Stretch a crystal of gallium arsenide evenly in all directions and its band gap, the energy between the highest filled and the lowest empty electron state, shrinks. Does it shrink at a steady rate, so that a ruler laid through known values would give the next ones? The calculations below use density-functional theory with the PBE functional, at nine volumes of the same crystal. Seven gaps are given, and the two at the largest volumes are to be predicted.

GaAs (space group F-43m, 2-atom cell), scaled evenly to each volume, computed with Ansatz 0.2.0 using all-electron LAPW and the PBE functional, scalar-relativistic and without spin polarization. All runs use an 11×11×11 k mesh, Fermi-Dirac smearing of 0.05 eV and a basis error target of 0.5 meV/atom.

| volume (Å³/atom) | shortest distance (Å) | band gap (eV) | smallest direct gap on path (eV) |
| --- | --- | --- | --- |
| 21.234 | 2.398 | 0.996 | 0.996 |
| 21.686 | 2.415 | 0.832 | 0.832 |
| 22.138 | 2.432 | 0.674 | 0.674 |
| 22.364 | 2.440 | 0.597 | 0.597 |
| 22.590 | 2.448 | 0.521 | 0.521 |
| 22.816 | 2.456 | 0.447 | 0.447 |
| 23.041 | 2.464 | 0.374 | 0.374 |
| 23.493 | 2.480 | ? | ? |
| 23.945 | 2.496 | ? | ? |

Over the known rows the volume per atom grows by 8.5 %, and the gap falls from 0.996 to 0.374 eV. In each of these rows the band gap equals the smallest direct gap, so the electron can cross it without changing its wave vector. Both edges of the gap are then at the same point of the crystal's band structure. The levels printed for the two smallest volumes place that point at Γ, where every unit cell carries the same phase of the wave.

The reason for the fall lies in the kind of state at each edge. By the standard picture of bonding, the lowest empty state at Γ is an antibonding combination of s orbitals on gallium and arsenic. Its wave changes sign between neighbours, which costs energy, and the cost grows when the atoms are pushed together. Stretching relieves it, so this state comes down. The highest filled states are built from p orbitals and, as the levels show, respond far less.

This can be examined for the first step of the series, from 21.234 to 21.686 Å³ per atom. A crystal calculation has no natural zero of energy, so the edges are measured here from a deep level, the 3s level of arsenic. Against that mark the empty edge drops by 0.19 eV and the filled edge by only 0.03 eV. The 3s level of gallium as the mark gives nearly the same division. Measured against these levels, then, the gap narrows in this step mainly because its upper edge comes down.

For a forecast the shape of the fall matters as well as its direction. The usual measure is the deformation potential, the change of the gap per unit change of $\ln V$, where $V$ is the volume per atom. If it were constant, the gap would follow a straight line in $\ln V$. The known rows bend slightly away from such a line: the deformation potential is −7.7 eV between the first and third volumes, but −7.4 eV between the fifth and seventh.

A simple scaling argument gives a bend of this kind. The kinetic energy of an electron wave varies as the inverse square of its wavelength. If the wave stretches along with the lattice, that energy varies as $1/d^2$, where $d$ is the shortest distance between atoms, and hence as $V^{-2/3}$. Suppose that the part of the gap which depends on volume follows the same rule:

$$E_g(V)=E_0+A\left[\left(\frac{V_0}{V}\right)^{2/3}-1\right].$$

Here $E_g$ is the band gap and $V_0$ is 22.590 Å³ per atom. A least-squares fit to the seven known gaps gives $E_0=0.521$ eV, the gap at $V_0$, and $A=11.26$ eV. As $V$ grows, the bracket changes ever more slowly, and so the fall of the gap weakens.

The largest volume, which played no part in the fit, shows how the formula is used. The ratio 22.590/23.945 is 0.943, and its power 2/3 is 0.962. The bracket is therefore −0.038, which multiplied by 11.26 eV takes about 0.43 eV off the starting 0.521 eV. What remains is about 0.09 eV.

The forecast for 23.493 Å³ per atom is about 0.23 eV, with a range of 0.22 to 0.24 eV. For 23.945 Å³ per atom it is about 0.09 eV, with a range of 0.075 to 0.11 eV. The ranges are judgements, made wide enough to include the straight line in $\ln V$, which gives lower gaps in both cases. The gap should stay open and direct, and its fall per unit of $\ln V$ should go on weakening.

The withheld rows as computed:

| volume (Å³/atom) | shortest distance (Å) | band gap (eV) | smallest direct gap on path (eV) |
| --- | --- | --- | --- |
| 23.493 | 2.480 | 0.231 | 0.231 |
| 23.945 | 2.496 | 0.093 | 0.093 |

The computed gaps are 0.231 and 0.093 eV, both inside their ranges and both open. The scaling formula misses them by less than 0.001 eV. The straight line, fitted to the same seven rows, comes out too low by 0.007 and then 0.015 eV. Its error doubles because the neglected bend adds up with distance from the known rows. The last two columns agree, so the gap is also still direct in both rows. The program warns that the small gaps at the three largest volumes may come from the mesh of wave vectors. The mesh contains Γ, and the levels printed for 23.493 Å³ per atom place both edges there. The three gaps also continue the smooth course of the other rows, so a missed band edge is unlikely, though no finer mesh is given here to test it.

The fall also weakens as forecast. From 23.041 to 23.493 Å³ per atom the gap loses 0.374 − 0.231 = 0.143 eV while $\ln V$ grows by 0.0194, which makes about −7.4 eV per unit. The last step loses 0.231 − 0.093 = 0.138 eV over 0.0191, or about −7.2 eV per unit.

So close a hit invites the conclusion that each energy difference in the crystal is simply proportional to $1/d^2$, and the computed values contradict it. In the first step $1/d^2$ falls by 1.4 %. The separation of the bonding and antibonding s states at Γ shrinks by 2.3 %, that of the corresponding p states hardly changes, and the gap itself shrinks by 16 %. The formula can follow the gap only because the constant $E_0$ is fitted along with $A$. The formula thus describes the smooth course of the gap over this range of volumes, but it doesn't explain how the separate states combine to give it.

For everyday use the result reduces to a rule: near 22.590 Å³ per atom, an even expansion of 1 % in volume lowers the computed gap by about 0.075 eV. The rule is for uniform changes of size, not for a film stretched in its plane only, where the change of shape also acts on the levels. For a related crystal the first question is which states form the two edges, since an empty edge of another kind, or at another point of the band structure, can respond quite differently.

The gaps themselves need more caution than their changes. PBE is known to make this gap much too small: the measured one is roughly 1.5 eV, against 0.521 eV computed at 22.590 Å³ per atom, which is close to the real crystal's volume. The calculation also leaves out spin-orbit coupling, which would raise the filled edge and lower the gap by roughly another 0.1 eV. That is as much as the whole gap at the largest volume, so these numbers can't settle whether PBE with spin-orbit coupling would still find a semiconductor there. They don't suggest that real gallium arsenide, stretched this far, would be close to losing its gap.
